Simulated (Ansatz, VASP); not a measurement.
**Two plane-wave programs on TaN**

```
Ta N
1.0
     0.00000    2.17900    2.17900
     2.17900    0.00000    2.17900
     2.17900    2.17900    0.00000
Ta N
1 1
Direct
  0.47837 0.51204 0.51968
  0.01383 0.00170 0.99928
```

Change from the starting cell: atoms moved at random, drawn with an rms of 0.05 Å.

Alike in both runs: task single point; functional PBE; k mesh 10 × 10 × 10; occupations fermi-dirac, width 0.05 eV; no spin polarisation.

```csv
,VASP,Ansatz
version,VASP 6.6.1,Ansatz 0.2.0
potentials or method,"VASP PAW PBE potentials, release 64 (Ta_pv, N)",Ansatz PAW
plane-wave cutoff (eV),520,420
valence electrons in the cell,16,18
```

VASP gave:

| Quantity | Value |
| --- | --- |
| gap on the k mesh at the Fermi level (eV) | none |
| pressure (GPa) | 17.0 |
| largest component of the traceless stress (GPa) | 0.81 |
| rms of the force components (eV/Å) | 0.513 |

Q: Estimate Ansatz's values.

A: gap on the k mesh at the Fermi level (eV): none; pressure (GPa): 16.0; largest component of the traceless stress (GPa): 0.80; rms of the force components (eV/Å): 0.512.

Atom by atom the forces differ by 0.001 eV/Å (rms over components). A gap of «none» marks a metal or a gap that the smearing closes. The functional is the same, so the differences come from potentials, cutoffs and numerics. The two sets of potentials don't hold the same shells in valence.

Caveats: the pressure holds a Pulay correction of +0.5 GPa for the finite cutoff (Ansatz). Spin-orbit coupling is left out, which matters for the levels of Ta.
